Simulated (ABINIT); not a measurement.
# Si (P6/mmm) in ABINIT: reference runs, part 2 of 2

ABINIT 10.8.3 (patched build). Earlier steps stand in the parts before.

**3. Single point, PBE (cell strained at random at fixed volume)**

File run.abi:

```
pp_dirpath "./"
pseudos "Si.GGA_PBE-JTH.xml"

acell 3*1.0
rprim
     4.9217746841     0.0097717738    -0.0216524819
    -2.4524260933     4.2675231538    -0.0164803015
    -0.0203788065    -0.0296762591     4.7075836765
ntypat 1
znucl 14
natom 1
typat 1
xred
    -0.0120970000    -0.0127870000    -0.0156780000
chkprim 0
chksymtnons 0
tolsym 1.0e-6

ecut 15.0
pawecutdg 30.0
pawxcdev 0

kptopt 1
ngkpt 12 12 11
nshiftk 1
shiftk 0.0 0.0 0.0

ixc 11

nband 6
occopt 3
tsmear 0.05 eV

nstep 100
tolvrs 1.0e-9

iomode 3
prtwf 0
prtden 0
prteig 0
prtebands 0
```

Potentials or basis: JTH PAW PBE v2.0.

Command:

```bash
$ abinit run.abi > log 2>&1
```

run.abo:

```text
.Version 10.8.3 of ABINIT
 Symmetries : space group P-1 (#  2); Bravais aP (primitive triclinic)
================================================================================
 Values of the parameters that define the memory need of the present run
     intxc =       0    ionmov =       0      iscf =      17    lmnmax =       8
     lnmax =       4     mgfft =      18  mpssoang =       2    mqgrid =    3001
     natom =       1  nloc_mem =       2    nspden =       1   nspinor =       1
    nsppol =       1      nsym =       2    n1xccc =       1    ntypat =       1
    occopt =       3   xclevel =       2
       mpw =         287          nfft =        5832          nkpt =         794
 PAW method is used; the additional fine FFT grid is defined by:
   mgfftf=        27    nfftf =     17496
================================================================================
================================================================================

--------------------------------------------------------------------------------
------------- Echo of variables that govern the present computation ------------
--------------------------------------------------------------------------------
 -outvars: echo values of preprocessed input variables --------
            acell      1.0000000000E+00  1.0000000000E+00  1.0000000000E+00 Bohr
              amu      2.80855000E+01
          chkprim           0
      chksymtnons           0
             ecut      1.50000000E+01 Hartree
                       outvar_i_n : Printing only first  50 k-points.
              ixc          11
                       outvar_i_n : Printing only first  50 k-points.
         kptrlatt       12    0    0      0   12    0      0    0   11
          kptrlen      5.17849345E+01
            natom           1
            nband           6
            ngfft          18      18      18
          ngfftdg          27      27      24
             nkpt         794
            nstep         100
             nsym           2
           ntypat           1
                       prtocc : prtvol=0, do not print more k-points.
           occopt           3
        pawecutdg      3.00000000E+01 Hartree
         pawxcdev           0
           prtden           0
        prtebands           0
           prteig           0
            prtwf           0
            rprim      4.9217746841E+00  9.7717738000E-03 -2.1652481900E-02
                      -2.4524260933E+00  4.2675231538E+00 -1.6480301500E-02
                      -2.0378806500E-02 -2.9676259100E-02  4.7075836765E+00
          spgroup           2
           tolsym      1.00000000E-06
           tolvrs      1.00000000E-09
           tsmear      1.83746611E-03 Hartree
            typat      1
           useylm           1
                       outvars : Printing only first  50 k-points.
           xangst     -1.4742896650E-02 -2.8692921467E-02 -3.8806064109E-02
            xcart     -2.7860036970E-02 -5.4221763325E-02 -7.3332833191E-02
             xred     -1.2097000000E-02 -1.2787000000E-02 -1.5678000000E-02
            znucl       14.00000

================================================================================

 chkinp: Checking input parameters for consistency.

================================================================================
== DATASET  1 ==================================================================

--- !DatasetInfo
iteration_state: {dtset: 1, }
dimensions: {natom: 1, nkpt: 794, mband: 6, nsppol: 1, nspinor: 1, nspden: 1, mpw: 287, }
cutoff_energies: {ecut:  15.0, pawecutdg:  30.0, }
electrons: {nelect:   4.00000000E+00, charge:   0.00000000E+00, occopt:   3.00000000E+00, tsmear:   1.83746611E-03, }
meta: {optdriver: 0, ionmov: 0, optcell: 0, iscf: 17, paral_kgb: 0, }
...

 Exchange-correlation functional for the present dataset will be:
  GGA: Perdew-Burke-Ernzerhof functional - ixc=11
  J.P.Perdew, K.Burke, M.Ernzerhof, PRL 77, 3865 (1996)

[... 59 lines left out ...]
- [  4.9217747,   0.0097718,  -0.0216525, ]
- [ -2.4524261,   4.2675232,  -0.0164803, ]
- [ -0.0203788,  -0.0296763,   4.7075837, ]
lattice_lengths: [   4.92183,    4.92203,    4.70772, ]
lattice_angles: [ 90.381,  90.501, 119.770, ] # degrees, (23, 13, 12)
lattice_volume:   9.8984039E+01
convergence: {deltae:  4.677E-11, res2:  3.931E-11, residm:  2.644E-04, diffor: null, }
etotal    :  -3.97531408E+00
entropy   :   0.00000000E+00
fermie    :   3.28701390E-01
cartesian_stress_tensor: # hartree/bohr^3
- [ -1.24340970E-04,   1.48824383E-05,  -3.10911054E-05, ]
- [  1.48824383E-05,  -1.07380255E-04,  -4.57710837E-05, ]
- [ -3.10911054E-05,  -4.57710837E-05,  -6.70030280E-05, ]
pressure_GPa:   2.9296E+00
xred      :
- [ -1.2097E-02,  -1.2787E-02,  -1.5678E-02, Si]
cartesian_forces: # hartree/bohr
- [ -0.00000000E+00,  -0.00000000E+00,  -0.00000000E+00, ]
force_length_stats: {min:   0.00000000E+00, max:   0.00000000E+00, mean:   0.00000000E+00, }
...

 Integrated electronic density in atomic spheres:
 ------------------------------------------------
 Atom  Sphere_radius  Integrated_density
    1        1.90945          1.50703133

================================================================================

 ----iterations are completed or convergence reached----

 Mean square residual over all n,k,spin=   52.680E-08; max=  26.442E-05
 reduced coordinates (array xred) for    1 atoms
      -0.012097000000     -0.012787000000     -0.015678000000
 rms dE/dt=  0.0000E+00; max dE/dt=  0.0000E+00; dE/dt below (all hartree)
    1       0.000000000000      0.000000000000      0.000000000000

 cartesian coordinates (angstrom) at end:
    1     -0.01474289664956    -0.02869292146717    -0.03880606410948

 cartesian forces (hartree/bohr) at end:
    1     -0.00000000000000    -0.00000000000000    -0.00000000000000
 frms,max,avg= 0.0000000E+00 0.0000000E+00   0.000E+00  0.000E+00  0.000E+00 h/b

 cartesian forces (eV/Angstrom) at end:
    1     -0.00000000000000    -0.00000000000000    -0.00000000000000
 frms,max,avg= 0.0000000E+00 0.0000000E+00   0.000E+00  0.000E+00  0.000E+00 e/A
 length scales=  1.000000000000  1.000000000000  1.000000000000 bohr
              =  0.529177210544  0.529177210544  0.529177210544 angstroms
 Fermi (or HOMO) energy (hartree) =   0.32870   Average Vxc (hartree)=  -0.41023
 Eigenvalues (hartree) for nkpt= 794  k points:
 kpt#   1, nband=  6, wtk=  0.00063, kpt=  0.0000  0.0000  0.0000 (reduced coord)
  -0.19047    0.60628    0.60712    0.71902    0.72270    0.79770
      occupation numbers for kpt#   1
   2.00000    0.00000    0.00000    0.00000    0.00000    0.00000
 prteigrs : prtvol=0 or 1, do not print more k-points.

--- !EnergyTerms
iteration_state     : {dtset: 1, }
comment             : Components of total free energy in Hartree
kinetic             :  1.54764560961966E+00
hartree             :  3.97948386777015E-02
xc                  : -2.41672953990940E+00
Ewald energy        : -4.94609351978008E+00
psp_core            :  1.91234030048336E-01
local_psp           : -2.27468592754422E-01
PAW spherical_terms :  1.83639383532735E+00
internal            : -3.97522333877086E+00
'-kT*entropy'       : -8.64686690212465E-05
total_energy        : -3.97530980743988E+00
total_energy_eV     : -1.08173690617683E+02
...

--- !EnergyTermsDC
iteration_state     : {dtset: 1, }
comment             : '"Double-counting" decomposition of free energy'
band_energy         :  4.93584164597583E-01
Ewald energy        : -4.94609351978008E+00
psp_core            :  1.91234030048336E-01
xc_dc               : -7.14939961401257E-01
PAW spherical_terms :  1.00098767897054E+00
internal            : -3.97522760756488E+00
'-kT*entropy'       : -8.64686690212465E-05
total_energy_dc     : -3.97531407623390E+00
total_energy_dc_eV  : -1.08173806777486E+02
...

--- !EnergyTermsWithPAWCore
iteration_state     : {dtset: 1, }
comment             : 'Components of total free energy, including PAW core contributions'
Total energy        : -2.90024471407513E+02
Total energy DC     : -2.90024475676307E+02
Total energy (eV)   : -7.89196791225631E+03
Total energy DC (eV): -7.89196802841611E+03
...

 Cartesian components of stress tensor (hartree/bohr^3)
  sigma(1 1)= -1.24340970E-04  sigma(3 2)= -4.57710837E-05
  sigma(2 2)= -1.07380255E-04  sigma(3 1)= -3.10911054E-05
  sigma(3 3)= -6.70030280E-05  sigma(2 1)=  1.48824383E-05

-Cartesian components of stress tensor (GPa)         [Pressure=  2.9296E+00 GPa]
- sigma(1 1)= -3.65823763E+00  sigma(3 2)= -1.34663177E+00
- sigma(2 2)= -3.15923618E+00  sigma(3 1)= -9.14731901E-01
- sigma(3 3)= -1.97129714E+00  sigma(2 1)=  4.37856451E-01

== END DATASET(S) ==============================================================
================================================================================

 -outvars: echo values of variables after computation  --------
            acell      1.0000000000E+00  1.0000000000E+00  1.0000000000E+00 Bohr
           etotal     -3.9753140762E+00
            fcart     -0.0000000000E+00 -0.0000000000E+00 -0.0000000000E+00
            rprim      4.9217746841E+00  9.7717738000E-03 -2.1652481900E-02
                      -2.4524260933E+00  4.2675231538E+00 -1.6480301500E-02
                      -2.0378806500E-02 -2.9676259100E-02  4.7075836765E+00
           strten     -1.2434096960E-04 -1.0738025535E-04 -6.7003028019E-05
                      -4.5771083693E-05 -3.1091105375E-05  1.4882438292E-05
           xangst     -1.4742896650E-02 -2.8692921467E-02 -3.8806064109E-02
             xred     -1.2097000000E-02 -1.2787000000E-02 -1.5678000000E-02
 Calculation completed.
```

It took 26 s on 1 thread of Arm Neoverse V1, shared host; peak memory 0.12 GiB.

Results:

* Free energy: -108.1738 eV
* Pressure: 2.9 GPa
* Band gap on the k mesh: none (metal or under the smearing width)
* Valence electrons inside the program's atomic spheres: Si 1.51 (radii [1.0104] Å)

Levels at points of the mesh, in eV from the Fermi level:
```tsv
k point	band 1	band 2	band 3	band 4	band 5
(0.00, 0.00, 0.00)	-14.13	7.55	7.58	10.62	10.72
(0.50, 0.00, 0.00)	-7.52	-6.79	5.40	6.84	12.50
(0.00, 0.50, 0.00)	-7.53	-6.79	5.41	6.85	12.50
(0.50, 0.50, 0.00)	-7.46	-6.77	5.26	6.76	12.57
```
